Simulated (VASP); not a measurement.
Runs of VASP 6.6.1 on Sm. Symmetry: I4/mmm, No. 139, tetragonal system. Conventional cell: a = 3.635 Å, b = 3.635 Å, c = 5.122 Å, α = 90.00°, β = 90.00°, γ = 90.00°. Sm (site symmetry 4/mmm) is surrounded by 12 Sm at 3.63 Å. This isn't the form of Sm at room conditions, which is rhombohedral.

| task | level | potentials or basis | spin | U | cell | k mesh | cutoff (eV) | smearing | LDAUTYPE | hund's J | gap on the mesh (eV) | pressure (GPa) | moment (μB) |
| --- | --- | --- | --- | --- | --- | --- | --- | --- | --- | --- | --- | --- | --- |
| single point | PBE | VASP PAW PBE potentials, release 64 (Sm) | collinear, ferromagnetic start | - | as given | 10 × 10 × 10 | 520 | gaussian 0.1 eV | - | - | none | 2.7 | 6.56 |
| single point | PBE | VASP PAW PBE potentials, release 64 (Sm) | collinear, ferromagnetic start | - | as given | 10 × 10 × 10 | 520 | fermi-dirac 0.05 eV | - | - | none | 2.8 | 6.56 |
| single point | LDA | VASP PAW PBE potentials, release 64 (Sm) | collinear, ferromagnetic start | - | as given | 10 × 10 × 10 | 520 | gaussian 0.1 eV | - | - | none | -1.3 | (b) |
| single point | PBE | VASP PAW PBE potentials, release 64 (Sm) | collinear, ferromagnetic start | - | cell strained at random at fixed volume | 10 × 10 × 10 | 520 | fermi-dirac 0.05 eV | - | - | none | 2.8 | 6.56 |
| single point | PBE | VASP PAW PBE potentials, release 64 (Sm) | collinear, ferromagnetic start | - | as given | 19 × 19 × 19 | 900 | fermi-dirac 0.1 eV | - | - | none | 3.0 | 6.51 |
| optical spectrum | PBEsol+D4+U | VASP PAW PBE potentials, release 64 (Sm_3), 4f in core | collinear, ferromagnetic start | Sm f U = 5 eV, J = 0.5 eV | cell strained at random at fixed volume | 10 × 10 × 10 | 520 | gaussian 0.05 eV | 1 | 0.5 | none | -3.1 | 0.00 |
| band structure | PBE+dDsC+U | VASP PAW PBE potentials, release 64 (Sm_3), 4f in core | collinear, zero start | Sm f U = 6 eV | as given | 10 × 10 × 10 | 520 | gaussian 0.1 eV | - | - | - | -1.3 | 0.00 |
| single point | PBE | VASP PAW PBE potentials, release 64 (Sm_3), 4f in core | collinear, ferromagnetic start | - | as given | 10 × 10 × 10 | 520 | gaussian 0.05 eV | - | - | none | -0.2 | 0.00 |
| single point | PBE | VASP PAW PBE potentials, release 64 (Sm) | collinear, ferromagnetic start | - | as given | 11 × 11 × 11 | 900 | methfessel-paxton 0.05 eV | - | - | none | (a) | 6.57 |

Q: Fill in the values left out.

A: (a) 2.9; (b) 6.37.

Caveats: the magnetic or orbital state may not be the lowest; spin-orbit coupling is left out, which moves the levels of the heavy elements; the 4f electrons are frozen in the core as for a trivalent ion, so they carry no moment and show no levels (some runs); the PAW data sets were made with another functional, which shifts forces and pressure a little (some runs); U is put on an f shell that these potentials keep in the core, so it has next to no effect (some runs); pairwise dispersion overbinds metals, which lowers pressure and volume (some runs); ASE's xc='lda' writes no GGA tag, so the PBE potentials set the functional and the run is PBE (some runs).

A k mesh can miss the band edges, and the runs leave out spin-orbit coupling on Sm.

A gap of «none» marks a metal or a gap under the smearing width.

The runs don't all hold the same shells in valence.
